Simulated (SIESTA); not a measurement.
Runs of SIESTA 5.4.2 on Pb. The structure is cubic, space group Fm-3m (No. 225). Conventional cell: a = 4.950 Å, b = 4.950 Å, c = 4.950 Å, α = 90.00°, β = 90.00°, γ = 90.00°. Pb (site symmetry m-3m) is surrounded by 12 Pb at 3.50 Å. 

```csv
task,level,potentials or basis,spin,cell,k mesh,optimiser,force tolerance,broadening (eV),window to (eV),polarisation,energy shift,other keys,gap on the mesh (eV),pressure (GPa),V0 of scaled cells (Å³/atom),relaxed volume (Å³/atom),B0 (GPa)
relaxation of cell and atoms,B86bPBE,"Ansatz (PBE files), DZDP (energy shift 0.002 Ry)",off,relaxed from: cell strained at random at fixed volume,9 × 9 × 9,CG,0.02 eV/Å,-,-,-,0.002 Ry,-,none,0.0,-,32.29,-
equation of state,AM05,"Ansatz (PBEsol files), SZP (energy shift 0.002 Ry)",off,as given,9 × 9 × 9,-,-,-,-,-,0.002 Ry,-,-,-,(a),-,46
band structure,OLYP,"PseudoDojo 0.4 standard (PBE files), DZP (energy shift 0.002 Ry; radii capped at 9.5 bohr)",off,as given,9 × 9 × 9,-,-,-,-,-,0.002 Ry,-,none,3.3,-,-,-
optical spectrum,PBEGcGxHEG,"PseudoDojo 0.5 standard (PBE files), DZP (energy shift 0.005 Ry)",off,volume scaled by 1.25,9 × 9 × 9,-,-,0.1 eV,30 eV,polarized,0.005 Ry,-,none,(b),-,-,-
band structure,PBEsol,"PseudoDojo 0.4 standard (PBEsol files), DZP (energy shift 0.002 Ry)",off,as given,9 × 9 × 9,-,-,-,-,-,0.002 Ry,-,none,-0.1,-,-,-
equation of state,PBEJsJrLO,"PseudoDojo 0.4 standard (PBE files, fully relativistic), TZP (energy shift 0.001 Ry; radii capped at 9.5 bohr)","non-collinear, ferromagnetic start, SOC",as given,7 × 7 × 7,-,-,-,-,-,0.001 Ry,mix = density; shift = 0.001,-,-,31.15,-,46
relaxation of cell and atoms,PW91,"PseudoDojo 0.5 standard (PBE files), DZP (energy shift 0.002 Ry)",off,relaxed,9 × 9 × 9,-,0.04 eV/Å,-,-,-,0.002 Ry,-,none,0.0,-,32.09,-
```

Alike in all rows: smearing fermi-dirac 0.05 eV; grid cutoff 500 Ry.

Q: Fill in the values left out.

A: (a) 30.65; (b) -7.1.

Caveats: the basis of atomic orbitals isn't converged, which shifts pressures, moduli and gaps; semicore shells carry a single zeta, which can move pressures by several GPa and volumes by a few percent (some runs); the potentials were made for another functional, which shifts forces and pressure (some runs); spin-orbit coupling is left out, which moves the levels of the heavy elements (some runs); the basis holds too few empty states to meet the f-sum rule, so the spectrum is short of weight at high energy (some runs); spectra need much finer meshes, so this one isn't converged (some runs); independent-particle spectra lack excitons (some runs).

A k mesh can miss the band edges, and rows without SOC leave out spin-orbit coupling on Pb.

A gap of «none» marks a metal or a gap under the smearing width.

Runs at the PBE level aren't shown here.
